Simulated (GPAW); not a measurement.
# HfO2 (Fm-3m) in GPAW: a series of runs, part 2 of 3

GPAW 26.7.0. The steps go on from the part before.

### Step 3. Optical spectrum by the Bethe-Salpeter equation, PBE

This run uses another cell than the first one, of 10.48 Å³/atom, 0.940 times its volume.

Contents of run.py:

```python
import numpy as np
from ase import Atoms
from ase.dft.bandgap import bandgap
from ase.io import write
from gpaw import GPAW, PW
from gpaw.response.bse import BSE

atoms = Atoms(['Hf', 'O', 'O'],
              cell=[[0.0, 2.505291473, 2.505291473],
                    [2.505291473, 0.0, 2.505291473],
                    [2.505291473, 2.505291473, 0.0]],
              scaled_positions=[[0.0, 0.0, 0.0],
                                [0.75, 0.75, 0.75],
                                [0.25, 0.25, 0.25]],
              pbc=True)

calc = GPAW(mode=PW(550),
            xc='PBE',
            kpts={'size': (7, 7, 7), 'gamma': True},
            occupations={'name': 'fermi-dirac', 'width': 0.001},
            nbands=24,
            convergence={'density': 1e-06},
            maxiter=150,
            txt='gpaw.txt')
atoms.calc = calc
energy = atoms.get_potential_energy()
calc.write('gs.gpw')
write('result.traj', atoms)
print(f'Energy: {energy:.6f} eV')
print('Fermi level:', round(calc.get_fermi_level(), 4), 'eV')
print(f'Gap: {bandgap(calc)[0]:.4f} eV, direct: {bandgap(calc, direct=True)[0]:.4f} eV')

dense = calc.fixed_density(kpts={'size': (5, 5, 5), 'gamma': True},
                           nbands=78, convergence={'bands': 72, 'eigenstates': 1e-7},
                           update_fermi_level=True, txt='dense.txt')
dense.write('dense.gpw', mode='all')
gap = bandgap(dense, direct=True)[0]
print(f'Direct gap on the dense mesh: {gap:.4f} eV')

bse = BSE('dense.gpw',
          ecut=40,
          valence_bands=range(9, 12),
          conduction_bands=range(12, 14),
          nbands=72,
          mode='BSE',
          integrate_gamma='sphere',
          direction=0,
          txt='bse.txt',
          eshift=1)
bse.get_dielectric_function(w_w=np.linspace(0, 14, 281), eta=0.1, filename='bse.csv', write_eig='eig.dat')
_, energies, weights = np.loadtxt('eig.dat', unpack=True)
bright = energies[weights > 1e-3 * weights.max()]
print(f'Lowest exciton {energies.min():.4f} eV, lowest bright one {bright.min():.4f} eV')
```

Potentials or basis: GPAW PAW data sets (gpaw-data 1.2.1), pw.

Run with:

```
OMP_NUM_THREADS=1 python run.py
```

gpaw.txt:

```text
__  _  _
 | _ |_)|_||  |
 |__||  | ||/\| - 26.7.0

Input parameters:
  mode=PW(ecut=550.0),
  convergence={'density': 1e-06},
  kpts=MonkhorstPack(size=(7, 7, 7), gamma=True),
  maxiter=150,
  nbands=24,
  occupations=Occupations(name='fermi-dirac', width=0.001),
  xc=XC(name='PBE')

Diagonalizing LCAO Hamiltonian
Converting LCAO to pw mode

                   O

           O

       Hf

Atoms  # Å, Bohr magnetons
|   | symbol |        x |        y |        z |    initial magnetic moments |
|---|--------|----------|----------|----------|-----------------------------|
| 0 |     Hf | 0.000000 | 0.000000 | 0.000000 | ( 0.0000,  0.0000,  0.0000) |
| 1 |      O | 3.757937 | 3.757937 | 3.757937 | ( 0.0000,  0.0000,  0.0000) |
| 2 |      O | 1.252646 | 1.252646 | 1.252646 | ( 0.0000,  0.0000,  0.0000) |

Unit cell  # Å
| periodic |        x |        y |        z |  lengths |    angles |
|----------|----------|----------|----------|----------|-----------|
|      yes | 0.000000 | 2.505291 | 2.505291 | 3.543017 | 60.000000 |
|      yes | 2.505291 | 0.000000 | 2.505291 | 3.543017 | 60.000000 |
|      yes | 2.505291 | 2.505291 | 0.000000 | 3.543017 | 60.000000 |

Number of symmetries: 48
Symmetry operations  # r_c * U_cc + t_c -> r_c
|    | kind |            matrix            |
|----|------|------------------------------|
|  0 |  σ   |  1, 0, 0,  1, 0,-1,  1,-1, 0 |
|  1 |  C2  |  1, 0, 0,  1,-1, 0,  1, 0,-1 |
|  2 |  E   |  1, 0, 0,  0, 1, 0,  0, 0, 1 |
|  3 |  σ   |  1, 0, 0,  0, 0, 1,  0, 1, 0 |
|  4 |  C4  |  1, 0,-1,  1, 0, 0,  1,-1, 0 |
|  5 |  S6  |  1, 0,-1,  1,-1, 0,  1, 0, 0 |
|  6 |  σ   |  1, 0,-1,  0, 1,-1,  0, 0,-1 |
|  7 |  C3  |  1, 0,-1,  0, 0,-1,  0, 1,-1 |
|  8 |  S6  |  1,-1, 0,  1, 0, 0,  1, 0,-1 |
|  9 |  C4  |  1,-1, 0,  1, 0,-1,  1, 0, 0 |
| 10 |  C3  |  1,-1, 0,  0,-1, 1,  0,-1, 0 |
| 11 |  σ   |  1,-1, 0,  0,-1, 0,  0,-1, 1 |
| 12 |  σ   |  0, 1, 0,  1, 0, 0,  0, 0, 1 |
| 13 |  C4  |  0, 1, 0,  0, 1,-1, -1, 1, 0 |
| 14 |  C3  |  0, 1, 0,  0, 0, 1,  1, 0, 0 |
| 15 |  S6  |  0, 1, 0, -1, 1, 0,  0, 1,-1 |
| 16 |  C2  |  0, 1,-1,  1, 0,-1,  0, 0,-1 |
| 17 |  σ   |  0, 1,-1,  0, 1, 0, -1, 1, 0 |
| 18 |  S4  |  0, 1,-1,  0, 0,-1,  1, 0,-1 |
| 19 |  C4  |  0, 1,-1, -1, 1, 0,  0, 1, 0 |
| 20 |  C3  |  0, 0, 1,  1, 0, 0,  0, 1, 0 |
| 21 |  σ   |  0, 0, 1,  0, 1, 0,  1, 0, 0 |
| 22 |  S6  |  0, 0, 1,  0,-1, 1, -1, 0, 1 |
| 23 |  C4  |  0, 0, 1, -1, 0, 1,  0,-1, 1 |
| 24 |  S4  |  0, 0,-1,  1, 0,-1,  0, 1,-1 |
| 25 |  C3  |  0, 0,-1,  0, 1,-1,  1, 0,-1 |
| 26 |  C2  |  0, 0,-1,  0,-1, 0, -1, 0, 0 |
| 27 |  S6  |  0, 0,-1, -1, 0, 0,  0,-1, 0 |
| 28 |  S4  |  0,-1, 1,  1,-1, 0,  0,-1, 0 |
| 29 |  C4  |  0,-1, 1,  0, 0, 1, -1, 0, 1 |
| 30 |  C2  |  0,-1, 1,  0,-1, 0,  1,-1, 0 |
| 31 |  σ   |  0,-1, 1, -1, 0, 1,  0, 0, 1 |
| 32 |  C3  |  0,-1, 0,  1,-1, 0,  0,-1, 1 |
| 33 |  S6  |  0,-1, 0,  0, 0,-1, -1, 0, 0 |
| 34 |  S4  |  0,-1, 0,  0,-1, 1,  1,-1, 0 |
| 35 |  C2  |  0,-1, 0, -1, 0, 0,  0, 0,-1 |
| 36 |  C2  | -1, 1, 0,  0, 1, 0,  0, 1,-1 |
| 37 |  S6  | -1, 1, 0,  0, 1,-1,  0, 1, 0 |
| 38 |  S4  | -1, 1, 0, -1, 0, 1, -1, 0, 0 |
| 39 |  C3  | -1, 1, 0, -1, 0, 0, -1, 0, 1 |
| 40 |  S6  | -1, 0, 1,  0, 0, 1,  0,-1, 1 |
| 41 |  C2  | -1, 0, 1,  0,-1, 1,  0, 0, 1 |
| 42 |  C3  | -1, 0, 1, -1, 1, 0, -1, 0, 0 |
| 43 |  S4  | -1, 0, 1, -1, 0, 0, -1, 1, 0 |
| 44 |  C2  | -1, 0, 0,  0, 0,-1,  0,-1, 0 |
| 45 |  i   | -1, 0, 0,  0,-1, 0,  0, 0,-1 |
| 46 |  σ   | -1, 0, 0, -1, 1, 0, -1, 0, 1 |
| 47 |  C2  | -1, 0, 0, -1, 0, 1, -1, 1, 0 |

BZ-sampling:
  Number of BZ points: 343
  Number of IBZ points: 20

  Monkhorst-Pack size: [7, 7, 7]
  Monkhorst-Pack shift: [0, 0, 0]

K-points  # in reciprocal-cell coordinates
|     |                                coordinates |     weight |
|-----|--------------------------------------------|------------|
|   0 | (  0.00000000,   0.00000000,   0.00000000) | 0.00291545 |
|   1 | (  0.14285714,   0.14285714,   0.00000000) | 0.01749271 |
|   2 | (  0.14285714,   0.14285714,   0.14285714) | 0.02332362 |
|   3 | (  0.28571429,   0.14285714,   0.14285714) | 0.03498542 |
|   4 | (  0.28571429,   0.28571429,   0.00000000) | 0.01749271 |
|   5 | (  0.28571429,   0.28571429,   0.14285714) | 0.06997085 |
|   6 | (  0.28571429,   0.28571429,   0.28571429) | 0.02332362 |
|   7 | (  0.42857143,  -0.28571429,  -0.28571429) | 0.03498542 |
|   8 | (  0.42857143,   0.28571429,  -0.42857143) | 0.13994169 |
|   9 | (  0.42857143,   0.28571429,  -0.28571429) | 0.06997085 |
| ... |                                            |            |
|  19 | (  0.42857143,   0.42857143,   0.42857143) | 0.02332362 |

Plane wave coefficients: 941
Cutoff: 550.0 eV

Spin-components: 1 (collinear spins)
Bands:           24
Projectors:      16
Spin-degeneracy: 2
Datatype:        complex128

Parallelization:
  kpt:    1
  domain: 1
  band:   1

Density:
  Valence electrons: 24.0
  Components: 1
  Grid points: [20 20 20]
  Charge: 0.0  # |e|

Potential:
  Grid points: [20 20 20]

species:
  Hf:
    name:    Hafnium
    Z:       72.0
    valence: 12
    core:    60
    charge:  0.0  # [|e|]
    compensation charges:
      type: gauss
      rc: 0.41  # [Å]
      lmax: 2
    cutoffs:
      filter: 2.36  # [Å]
      core: 4.02  # [Å]
    projectors
    | kind |    occ | energy [eV] | rcut [Å] |
    |------|--------|-------------|----------|
    |   5s |  2.000 |     -66.831 |    1.397 |
    |   6s |  2.000 |      -5.097 |    1.397 |
    |   5p |  6.000 |     -35.599 |    1.307 |
    |   6p |  0.000 |      -1.401 |    1.307 |
    |   5d |  2.000 |      -2.699 |    1.334 |
    |    d |        |      24.513 |    1.334 |

    Using partial waves for Hf as LCAO basis

  O:
    name:    Oxygen
    Z:       8.0
    valence: 6
    core:    2
    charge:  0.0  # [|e|]
    compensation charges:
      type: gauss
      rc: 0.21  # [Å]
      lmax: 2
    cutoffs:
      filter: 1.17  # [Å]
      core: 0.83  # [Å]
    projectors
    | kind |    occ | energy [eV] | rcut [Å] |
    |------|--------|-------------|----------|
    |   2s |  2.000 |     -23.961 |    0.688 |
    |   2p |  4.000 |      -9.029 |    0.598 |
    |    s |        |       3.251 |    0.688 |
    |    p |        |      18.182 |    0.598 |
    |    d |        |       0.000 |    0.619 |

    Using partial waves for O as LCAO basis

Reference energy: -413967.819878  # eV

eigensolver:
  PPCG
  Converge bands: occupied
  niter=2

density mixing:
  MSR1-Mixer
  Pratt-step length: 0.05
  Maximum mixing coefficient: 0.75
  Old densities: 10
  SVD Regularization: 0.005
  Good broyden scale: 1.0
  Trust region scale: 1.0
  Backstep threshold: 4.0
  History deletion threshold: 6.0
  Fourier metric: weight=20.0, sigma=0.015

occupation numbers:
  Fermi-Dirac:
    width: 0.0010  # eV

poisson solver:
  ecut: 4400.0  # eV

xc functional:
  name: PBE with 2 nearest neighbor stencil

convergence criteria:
- Maximum integral of absolute [dens]ity change: 1e-06 electrons / valence electron
- Maximum [total energy] change in last 3 cyles: 0.0005 eV / valence electron
- Maximum integral of absolute [eigenst]ate change: 4e-08 eV^2 / valence electron
maximum number of iterations: 150

SCF iterations
|iter     | |      energy | eigst |  dens |
|---------|-|-------------|-------|-------|
|iter:   1| |  -31.639107 | -0.20 |       |
|iter:   2| |  -30.558950 | -2.28 | -0.81 |
|iter:   3| |  -27.658906 | -1.21 | -0.87 |
|iter:   4| |  -27.654143 | -2.67 | -1.47 |
|iter:   5| |  -27.662922c| -3.22 | -1.73 |
|iter:   6| |  -27.662736c| -5.17 | -2.86 |
|iter:   7| |  -27.662765c| -6.00 | -3.33 |
|iter:   8| |  -27.662769c| -7.04 | -3.82 |
|iter:   9| |  -27.662769c| -7.69c| -4.78 |
|iter:  10| |  -27.662769c| -8.58c| -5.52 |
|iter:  11| |  -27.662769c| -9.57c| -6.28c|

Converged in 11 steps
Energy contributions relative to reference atoms: (reference = -413967.819878)

Energy contributions:
  Kinetic:          30.607090
  Coulomb:         -32.089926
  Zero:              0.071286
  External:          0.000000
  Xc:              -26.251220
  Entropy:          -0.000000
  Spinorbit:         0.000000
  ----------------------------
  Free energy:     -27.662769
  Extrapolated:    -27.662769

dipole moment: (-18.241430, -18.241430, -18.241430)  # |e|*Ang

Fermi level: 9.427
Eigenvalues  # (at kpt = [0.000, 0.000, 0.000])
| band index |      eig [eV] | occ [0-2] |
|------------|---------------|-----------|
|          0 |       -51.947 |     2.000 |
|        ... |               |           |
|          4 |       -10.039 |     2.000 |
|          5 |        -6.836 |     2.000 |
|          6 |         3.330 |     2.000 |
|          7 |         3.330 |     2.000 |
|          8 |         3.330 |     2.000 |
|          9 |         8.281 |     2.000 |
[... 8 lines left out ...]
|         18 |        23.402 |     0.000 |
|         19 |        23.402 |     0.000 |
|        ... |               |           |
|         23 |        34.360 |     0.000 |

Gap: 4.046 eV
Transition (v -> c):
  (s=0, k=15, n=11, [0.43, 0.43, -0.14]) -> (s=0, k=0, n=12, [0.00, 0.00, 0.00])
Direct/indirect transitions are different
Direct gap: 4.265 eV
Transition at: (s=0, k=15, n=11, [0.43, 0.43, -0.14])
# Writing to gs.gpw (mode='')
```

It took 3.2 min on 1 thread of Arm Neoverse V1, shared host; peak memory 0.31 GiB.

What came out:

```yaml
Free_energy: -27.6628 eV
Band_gap_on_the_k_mesh_mean-field_level: 4.05 eV, indirect (least direct gap 4.26 eV)
Exciton_binding_energy: 0.66 eV
```

Lowest exciton energies (eV): 4.87, 4.87, 5.05, 5.05, 5.05, 5.07, 5.07, 5.07

Caveat: the k mesh is coarse (spacing up to 0.43 Å⁻¹), so the values aren't converged; the band lists can cut through equal levels, which moves peak heights; on so coarse a mesh excitons come out too strongly bound; on this mesh the treatment of q = 0 moves the result by about a tenth of an eV; the long-wavelength limit can be off by several per cent where d states take part; the static dielectric constant lacks the antiresonant part and is too small; spectra need much finer meshes, so this one isn't converged; spin-orbit coupling is left out, which moves the levels of the heavy elements; an odd mesh through Γ misses points on the zone boundary, where band edges often lie.

(Continued in part 3 of 3.)
